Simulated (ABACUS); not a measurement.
Slab: C, a slab with vacuum.

```
C
1.0
     2.45617    0.00000    0.00000
    -1.22809    2.12711    0.00000
     0.00000    0.00000    8.52380
C
2
Cartesian
  1.2281 0.7090 0.0000
  0.0000 1.4181 0.0000
```

* Program: ABACUS 3.10.1
* Task: single point
* Functional: PBE
* Potentials or basis: PseudoDojo NC SR 0.4.1 PBE standard
* Cutoff: 1116 eV
* Density cutoff: 4463 eV
* Basis: plane waves
* k mesh: 12 × 12 × 3
* Occupations: fermi-dirac, width 0.05 eV
* Spin: no spin polarisation

On this cell: largest force under 0.003 eV/Å; band gap on the k mesh none (metal or under the smearing width).

The same run follows on a disturbed copy (atoms moved at random, drawn with an rms of 0.05 Å):

```
C
1.0
     2.45617    0.00000    0.00000
    -1.22809    2.12711    0.00000
     0.00000    0.00000    8.52380
C
2
Cartesian
  1.2009 0.7120 -0.0051
  -0.0179 1.4097 -0.0086
```

What changes?

The energy (extrapolated to zero smearing) moves by +2.3 meV/atom; largest force 0.704 eV/Å; band gap on the k mesh 0.20 eV, direct.

Forces on the atoms (eV/Å):
```
C    0.454 -0.535 -0.059
C   -0.454  0.535  0.059
```

Stress tensor (GPa, compression positive):
```
 2.28 -0.17  0.01
-0.17  1.89 -0.01
 0.01 -0.01 -0.06
```

A k mesh can miss the band edges.
